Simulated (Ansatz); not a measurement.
Crystal: Si.

```xyz
1
Lattice="2.6205 0.0000 0.0000 -1.3103 2.2695 0.0000 0.0000 0.0000 2.4664" Properties=species:S:1:pos:R:3 pbc="T T T"
Si    0.0000    0.0000    0.0000
```

This isn't the form of Si at room conditions, which is diamond.

| Quantity | Value |
| --- | --- |
| Program | Ansatz 0.2.0 |
| Task | relaxation of cell and atoms |
| Functional | RPBE |
| Potentials or basis | Ansatz PAW |
| Cutoff | 420 eV (not typed: the program's choice for these potentials) |
| k mesh | 12 × 12 × 11 |
| Occupations | fermi-dirac, width 0.05 eV |
| Spin | no spin polarisation |

At the start: volume 14.67 Å³/atom.

Problem. Where does the relaxation end?

Solution. It ends after 5 steps and the volume is 15.25 Å³/atom (+3.9 %); space group P6/mmm (No. 191, to 0.05 Å).

Step by step:
```
step  energy change (eV)  largest force (eV/Å)  volume (Å³)
   1              0.0000                0.0000        14.67
   2             -0.0088                0.0000        15.10
   3             -0.0094                0.0000        15.23
   4             -0.0094                0.0000        15.25
   5             -0.0095                0.0000        15.25
```

Final structure:
```cif
data_structure
_symmetry_space_group_name_H-M 'P 1'
_symmetry_Int_Tables_number 1
_cell_length_a 2.6452
_cell_length_b 2.6452
_cell_length_c 2.5160
_cell_angle_alpha 90.000
_cell_angle_beta 90.000
_cell_angle_gamma 120.000
_cell_volume 15.25
loop_
_atom_site_label
_atom_site_type_symbol
_atom_site_fract_x
_atom_site_fract_y
_atom_site_fract_z
_atom_site_occupancy
Si1 Si 0.00000 0.00000 0.00000 1
```

Caveat: the plane-wave basis is chosen anew once the cell has moved, so the energies of steps on either side of that aren't comparable; the PAW data sets come from PBE, with cores solved anew for the run's functional, which leaves a small shift of forces and pressure.
